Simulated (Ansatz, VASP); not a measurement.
# Ta2N: VASP beside Ansatz

The input POSCAR:

```
Ta2N
1.0
    3.1538249076      0.0000000000      0.0000000000
   -1.5769124538      2.7312924890      0.0000000000
    0.0000000000      0.0000000000      4.9339252043
Ta N
2 1
Direct
    0.3333333333      0.6666666667      0.2547110000
    0.6666666667      0.3333333333      0.7452890000
    0.0000000000      0.0000000000      0.0000000000
```

INCAR.step1

```
SYSTEM = Ta2N
ALGO     = Normal         ! electronic algorithm
EDIFF    = 1E-4           ! SCF threshold, eV
ENCUT    = 520            ! plane-wave cutoff, eV
GGA      = PE             ! functional
ISMEAR   = -1             ! smearing method
LASPH    = .TRUE.         ! aspherical terms in the spheres
LCHARG   = .FALSE.        ! write CHGCAR
LREAL    = .FALSE.        ! projectors in reciprocal space
LWAVE    = .TRUE.         ! write WAVECAR
NBANDS   = 20             ! bands
NELM     = 100            ! most SCF steps
PREC     = Accurate       ! precision mode
SIGMA    = 0.05           ! smearing width, eV
```

INCAR.step2

```
SYSTEM = Ta2N
ALGO     = Normal         ! electronic algorithm
EDIFF    = 1E-7           ! SCF threshold, eV
ENCUT    = 520            ! plane-wave cutoff, eV
ISIF     = 2              ! what is computed and relaxed
ISMEAR   = -1             ! smearing method
ISTART   = 1            
LASPH    = .TRUE.         ! aspherical terms in the spheres
LCHARG   = .TRUE.         ! write CHGCAR
LELF     = .TRUE.         ! ELF
LMIXTAU  = .TRUE.       
LREAL    = .FALSE.        ! projectors in reciprocal space
LVHAR    = .TRUE.       
LWAVE    = .FALSE.        ! write WAVECAR
METAGGA  = R2SCAN         ! meta-GGA
NBANDS   = 20             ! bands
NELM     = 100            ! most SCF steps
PREC     = Accurate       ! precision mode
SIGMA    = 0.05           ! smearing width, eV
```

The input KPOINTS:

```
k-points
0
G
  10 10 6
  0 0 0
```

File input.yaml:

```yaml
crystal:
  lattice:
    - [3.1538249076, 0.0, 0.0]
    - [-1.5769124538, 2.731292489, 0.0]
    - [0.0, 0.0, 4.9339252043]
  atoms:
    - { symbol: Ta, position: [0.3333333333, 0.6666666667, 0.254711] }
    - { symbol: Ta, position: [0.6666666667, 0.3333333333, 0.745289] }
    - { symbol: "N", position: [0.0, 0.0, 0.0] }
hamiltonian:
  xc: r2scan
  pseudopotentials: { kind: paw }
kpoints:
  mp_grid: { grid: [10, 10, 6] }
scf:
  occupations: { method: fermi_dirac, width: 0.05 }
output:
  forces: true
  stress: true
  eigenvalues: true
  write_density: true
  write_potential: true
  elf: true
  volumetric_format: npy
```

The cell comes from a database or a generator and needn't be the stable form of this composition.

Alike in both runs: task single point; functional r2SCAN; k mesh 10 × 10 × 6; occupations fermi-dirac, width 0.05 eV; no spin polarisation.

|  | VASP | Ansatz |
| --- | --- | --- |
| version | VASP 6.6.1 | Ansatz 0.2.0 |
| potentials or method | VASP PAW PBE potentials, release 64 (Ta_pv, N) | Ansatz PAW |
| plane-wave cutoff (eV) | 520 | 500 |
| valence electrons in the cell | 27 | 31 |

Ansatz gave:

* gap on the k mesh at the Fermi level (eV): none
* pressure (GPa): -15.2
* largest component of the traceless stress (GPa): 1.65
* rms of the force components (eV/Å): 0.049

Q: Estimate VASP's values.

A: gap on the k mesh at the Fermi level (eV): none; pressure (GPa): -14.3; largest component of the traceless stress (GPa): 1.50; rms of the force components (eV/Å): 0.016.

Atom by atom the forces differ by 0.033 eV/Å (rms over components). A gap of «none» marks a metal or a gap that the smearing closes. The functional is the same, so the differences come from potentials, cutoffs and numerics. The two sets of potentials don't hold the same shells in valence.

Caveats: the PAW data sets were made with another functional, which shifts forces and pressure a little (VASP); the PAW data sets come from PBE, with cores solved anew for the run's functional, which leaves a small shift of forces and pressure (Ansatz). Spin-orbit coupling is left out, which matters for the levels of Ta.
